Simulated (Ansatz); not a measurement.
Crystal: Na2S.

```
CELL_PARAMETERS angstrom
0.00000 3.27350 3.27350
3.27350 0.00000 3.27350
3.27350 3.27350 0.00000
ATOMIC_POSITIONS crystal
S 0.00000 0.00000 0.00000
Na 0.75000 0.75000 0.75000
Na 0.25000 0.25000 0.25000
```

Base run:

| Quantity | Value |
| --- | --- |
| Program | Ansatz 0.2.0 |
| Functional | HSE06 form with a typed share of exact exchange |
| Potentials or basis | Ansatz PAW |
| Cutoff | 420 eV (not typed: the program's choice for these potentials) |
| k mesh | 4 × 4 × 4 |
| Occupations | fermi-dirac, width 0.05 eV |
| Spin | no spin polarisation |

Its results: band gap on the k mesh 3.49 eV, direct; pressure -0.3 GPa.

The run is repeated on the same cell with these changes: share of exact exchange from 0.25 to 0.3. What comes out?

Band gap on the k mesh 3.70 eV, direct; pressure -0.4 GPa.

Caveats: the PAW data sets come from PBE, with cores solved anew for the run's functional, which leaves a small shift of forces and pressure; the thresholds are loose for stress.

